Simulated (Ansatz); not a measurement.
Input of an Ansatz 0.2.0 run:

The input input.yaml:

```yaml
crystal:
  lattice:
    - [2.95, 0.0, 0.0]
    - [-1.475, 2.5547749412, 0.0]
    - [0.0, 0.0, 4.68]
  atoms:
    - { symbol: Ti, position: [0.6666666667, 0.3333333333, 0.75] }
    - { symbol: Ti, position: [0.3333333333, 0.6666666667, 0.25] }
hamiltonian:
  xc: pbe
  pseudopotentials: { kind: paw }
kpoints:
  mp_grid: { grid: [10, 10, 6] }
scf:
  occupations: { method: gaussian, width: 0.026 }
output:
  forces: true
  stress: true
  eigenvalues: true
```

Potentials or basis: Ansatz PAW.

Launch:

```console
$ ansatz run input.yaml --threads 2 --pin off --max-ram 5632MiB --backend cpu --events-out ev --progress --plain --runs-dir out
```

(1) What does it give for the band gap on the k mesh?

(2) What does it give for the pressure?

Results:

(1) none (metal or under the smearing width).

(2) -1.4 GPa.
